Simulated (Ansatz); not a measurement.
**Structure types of AlCo compared at 10 GPa**

Structure types of AlCo are relaxed in primitive cells with their symmetry kept at 10 GPa, on PAW files; LAPW relaxes the small cells further and takes the PAW cell for the others (marked *). The enthalpy is E + pV at zero temperature, without zero-point motion. Only the types listed were tried, and differences under about 5 meV/atom are mesh noise. The real phase may be another.

All numbers are PBE results (scalar-relativistic) from Ansatz 0.2.0, with Fermi–Dirac smearing of 0.1 eV, no spin polarisation. Methods: LAPW: all electrons, basis error target 0.5 meV/atom; PAW: frozen-core files, cutoff 420 eV.

k meshes: rocksalt 14×14×14, CsCl 14×14×14, WC 14×14×13, NiAs 11×11×6, zincblende 12×12×12.

Spin polarisation is left out, though a magnetic state may lie lower.

Task: Which type is lowest in enthalpy, and by how much?

Result: CsCl, 311 meV/atom below distorted WC. The whole table:

```json
{"start type": "rocksalt", "ends as": "rocksalt, Fm-3m", "a, b, c (Å)": "4.678, 4.678, 4.678", "V (Å³/atom)": "12.80", "H − H(lowest), LAPW (meV/atom)": "958.4", "same, PAW": "958.1"}
{"start type": "CsCl", "ends as": "CsCl, Pm-3m", "a, b, c (Å)": "2.805, 2.805, 2.805", "V (Å³/atom)": "11.04", "H − H(lowest), LAPW (meV/atom)": "0.0", "same, PAW": "0.0"}
{"start type": "WC", "ends as": "distorted WC, P-6m2", "a, b, c (Å)": "2.669, 2.669, 3.744", "V (Å³/atom)": "11.55", "H − H(lowest), LAPW (meV/atom)": "311.1", "same, PAW": "311.4"}
{"start type": "NiAs*", "ends as": "distorted NiAs, P6_3/mmc", "a, b, c (Å)": "2.669, 2.669, 7.492", "V (Å³/atom)": "11.56", "H − H(lowest), LAPW (meV/atom)": "314.0", "same, PAW": "314.3"}
{"start type": "zincblende", "ends as": "zincblende, F-43m", "a, b, c (Å)": "5.125, 5.125, 5.125", "V (Å³/atom)": "16.82", "H − H(lowest), LAPW (meV/atom)": "1959.3", "same, PAW": "1958.7"}
```

Task: Split the lead of CsCl over distorted WC into energy and pV.

Result: For distorted WC less CsCl: ΔE = +279.3 meV/atom, and p·ΔV = 10 GPa × +0.5090 Å³ × 6.242 meV/(GPa·Å³) = +31.8 meV/atom, together 311.1 meV/atom. CsCl wins on both counts.
